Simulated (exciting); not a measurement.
Ho under changes of volume

One of the cells (31.547 Å³/atom); the others are scaled copies at fixed shape and fractional positions:

```
Ho
1.0
    -1.99052    1.99052    1.99052
     1.99052   -1.99052    1.99052
     1.99052    1.99052   -1.99052
Ho
1
Direct
  0.00000 0.00000 0.00000
```

This isn't the form of Ho at room conditions, which is hcp.

| Quantity | Value |
| --- | --- |
| Program | exciting (release sodium) |
| Functional | PBEsol |
| Potentials or basis | all-electron LAPW+lo, shipped species files, valence relativity iora* |
| rgkmax | 9.5 |
| k mesh | 9 × 9 × 9 |
| Occupations | fermi-dirac, width 0.05 eV |
| Spin | collinear spin, ferromagnetic start |

```tsv
volume (Å³/atom)	energy over the lowest point (meV/atom)	moment (μB per cell)
29.654	?	?
30.285	4.73	3.49
30.916	1.16	3.49
31.547	0.00	3.50
32.178	2.91	3.50
32.809	6.80	3.50
33.440	10.75	3.51
```

Problem. What does the run at 29.654 Å³/atom give?

Solution. Energy over the lowest point 9.86 meV/atom; moment 3.49 μB per cell.

Worked out: A Birch-Murnaghan fit of order 3 (a polynomial in V^(-2/3)) to the other rows has its minimum at 31.26 Å³/atom with B0 = V·E''(V) = 39 GPa (rough, since the energies scatter). It gives 14.53 meV/atom at 29.654 Å³/atom, against the run's 9.86. A straight line through the other rows of the moment, of slope 0.00589 μB per Å³/atom, extrapolates to 3.49 μB, against the run's 3.49.

Energies are extrapolated to zero smearing.

Caveats: the magnetic or orbital state may not be the lowest; the free energy is that total less TS from the occupations.
